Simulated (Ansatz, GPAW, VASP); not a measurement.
Au: 4 runs at one level of theory

```xyz
1
Lattice="0.0000 2.0350 2.0350 2.0350 0.0000 2.0350 2.0350 2.0350 0.0000" Properties=species:S:1:pos:R:3 pbc="T T T"
Au    0.0000    0.0000    0.0000
```

Alike in all runs: task single point; functional PBE; k mesh 11 × 11 × 11; occupations gaussian, width 0.023 eV; no spin polarisation; no spin-orbit coupling. Pressure is positive in compression and, in plane waves, holds the error of the finite cutoff, which Ansatz's Pulay term estimates and takes out.

| program and potentials | plane-wave cutoff (eV) | notes | pressure (GPa) |
| --- | --- | --- | --- |
| Ansatz, Ansatz PAW | 420 | 19 valence electrons an atom on average; Pulay term of +0.06 GPa included | 10.84 |
| GPAW, GPAW PAW data sets (gpaw-data 1.2.1) | 600 | 11 valence electrons an atom on average | 13.36 |
| VASP, PBE PAW files Au, 520 eV | 520 | 11 valence electrons an atom on average | 10.51 |
| Ansatz, all-electron LAPW, scalar-relativistic | - | - | 10.81 |

The pressure spans 10.51 (VASP, PBE PAW files Au, 520 eV) to 13.36 GPa (GPAW, GPAW PAW data sets (gpaw-data 1.2.1)), with all-electron results at 10.81. The cell lies far from this level's equilibrium.

The functional is the same throughout but for its coding, so the spread measures potentials, basis and numerics; runs on potential files found faulty are left out.
